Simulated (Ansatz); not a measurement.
The following input was run with Ansatz 0.2.0.

```yaml
crystal:
  lattice:
    - [-1.6211447188, 1.6211447188, 1.6211447188]
    - [1.6211447188, -1.6211447188, 1.6211447188]
    - [1.6211447188, 1.6211447188, -1.6211447188]
  atoms:
    - { symbol: Zn, position: [0.0, 0.0, 0.0] }
basis:
  ecutwfc: 420
kpoints:
  mp_grid: { grid: [18, 18, 18] }
hamiltonian:
  xc: pbesol
scf:
  occupations: { method: gaussian, width: 0.1 }
output:
  forces: true
  stress: true
  eigenvalues: true
```

Command:
```bash
ansatz run input.yaml --threads 1 --pin off --max-ram 1331MiB --backend cpu --events-out ev --progress --plain --runs-dir out
```

Computed with DFT PBEsol, scalar-relativistic, plane waves, PAW (Ansatz 0.2.0).

Abridged output:

```
Pseudopotentials: kind: paw
Pseudopotential: Zn, paw, valence charge 12, recommended cutoff 420 eV (normal)
Functional definition: PBEsol
Crystal: 1 atom, lattice volume = 17.042 Å³
Basis set: ecut = 420 eV, 321 PW (Γ), exchange–correlation on 40×40×40 points (8 copies of the dense FFT grid, shifted against one another)
Bands: 10, of which v1, the nominal top of the filled ones, is band 6 counted from 1 (5 counted from 0)
Symmetry: 48 space group operations
Space group: Im-3m (ITA 229), of the structure as read, at distance tolerance 2.6e-5 Å
k-points: 195 of 5832
Initial density: superposition of atomic densities (neutral atoms: chi_scale 0, normalization atom), corrected by the library's trained network
Initial wavefunctions: pseudopotential atomic-orbital guess
Functional: x = pbesol(κ = 0.804, μ = 0.12345679), c = pbesol(β = 0.046)
SCF iter   1: F=—  HF=-3280.717825 eV  |F-HF|=—  |Δ(HF+E_count)|=         —  Δρ=9.65e-4  dr2=4.99e-5  ethr=1.77e-3  ⟨swp⟩=4.9  Hψ=12383  notcnv=0
SCF iter   2: F=—  HF=-3280.717303 eV  |F-HF|=—  |Δ(HF+E_count)|=   5.21e-4  Δρ=1.02e-3  dr2=8.56e-5  ethr=4.16e-7  ⟨swp⟩=2.2  Hψ=4731  notcnv=0
SCF iter   3: F=—  HF=-3280.717336 eV  |F-HF|=—  |Δ(HF+E_count)|=   3.23e-5  Δρ=7.37e-4  dr2=5.36e-5  ethr=4.16e-7  ⟨swp⟩=2.0  Hψ=3114  notcnv=0
SCF iter   4: F=—  HF=-3280.717309 eV  |F-HF|=—  |Δ(HF+E_count)|=   2.62e-5  Δρ=6.67e-4  dr2=4.11e-5  ethr=4.16e-7  ⟨swp⟩=2.0  Hψ=3108  notcnv=0
SCF iter   5: F=—  HF=-3280.717301 eV  |F-HF|=—  |Δ(HF+E_count)|=   8.29e-6  Δρ=3.26e-4  dr2=1.02e-5  ethr=3.43e-7  ⟨swp⟩=1.5  Hψ=2372  notcnv=0
SCF iter   6: F=—  HF=-3280.717298 eV  |F-HF|=—  |Δ(HF+E_count)|=   2.75e-6  Δρ=1.13e-4  dr2=1.27e-6  ethr=8.53e-8  ⟨swp⟩=2.0  Hψ=2928  notcnv=0
SCF iter   7: F=—  HF=-3280.717298 eV  |F-HF|=—  |Δ(HF+E_count)|=   3.65e-7  Δρ=3.38e-5  dr2=1.14e-7  ethr=1.06e-8  ⟨swp⟩=2.1  Hψ=2983  notcnv=0
SCF iter   8: F=-3280.717298 eV  HF=-3280.717298 eV  |F-HF|=5.84e-9  |Δ(HF+E_count)|=   3.52e-8  Δρ=7.52e-6  dr2=5.65e-9  ethr=8.33e-10  ⟨swp⟩=4.3  Hψ=6563  notcnv=0
SCF 1 converged in 8 iterations: F = -3280.717298 eV  dr2 = 5.65e-9
SCF converged after 8 iterations
Free energy (F): -3280.717298 eV
Harris-Foulkes:  -3280.717298 eV  (|F-HF|=5.84e-9)
Internal energy: -3280.715713 eV  (E = F + TS)
E sigma→0 (E₀):  -3280.716506 eV
Entropy (-TS):   -0.001584 eV (-1.584 meV/atom)
Fermi energy:    9.259869 eV
--- Per-component energies (eV) ---
  E_band       = 31.339402
  E_kinetic    = 130.071810
  E_local      = -1606.434744  (includes V_loc(G=0)·N_el)
  E_nonlocal   = 613.014388
  E_hartree    = 669.839654
  E_xc         = -135.276771
  E_vxc        = -51.906819  (∫ρ·V_xc dr)
  E_paw        = -1789.023316  (= ΣΔE_a)
  E_vpaw       = -393.088149  (= ΣTr[D̂ρ^β])
  E_aug_tail   = -0.000350  (compensation charges beyond the density's cutoff)
  E_ewald      = -1163.703741
  E_core_change = 0.797355  (= ΣΔE_core)
  E_smearing   = -0.001584  (= −TS)
--- Forces (eV/Å), atoms counted from 1 ---
  atom   1  Zn     0.00000000     0.00000000     0.00000000
--- Stress (GPa, compression-positive) ---
       -9.080501       0.000000       0.000000
        0.000000      -9.080501       0.000000
        0.000000       0.000000      -9.080501
  P = ⅓ Tr σ = -9.0805 GPa (-90.805 kbar)
--- Band table (eV; the first three rows and the last of 195) ---
  k-point 0: bands = ["-0.2598", "1.8717", "1.8717", "1.8717", "2.2926", "2.2926", "26.7074", "26.7074", "26.7074", "28.9068"]
  k-point 1: bands = ["-0.1689", "1.8641", "1.8737", "1.8910", "2.2854", "2.2930", "25.5193", "26.0639", "26.3840", "27.8621"]
  k-point 2: bands = ["0.0997", "1.8425", "1.8817", "1.9471", "2.2674", "2.2943", "23.0762", "24.8715", "25.5311", "27.0485"]
  k-point 194: bands = ["1.4333", "1.4333", "2.5031", "2.5031", "2.5031", "13.3133", "13.3133", "13.3133", "15.6655", "17.4942"]
```

The calculation finished and met its thresholds.

The run took 1.2 s on 1 thread of Intel(R) Xeon(R) 6975P-C (Granite Rapids), on a shared host, peak memory 0.34 GiB.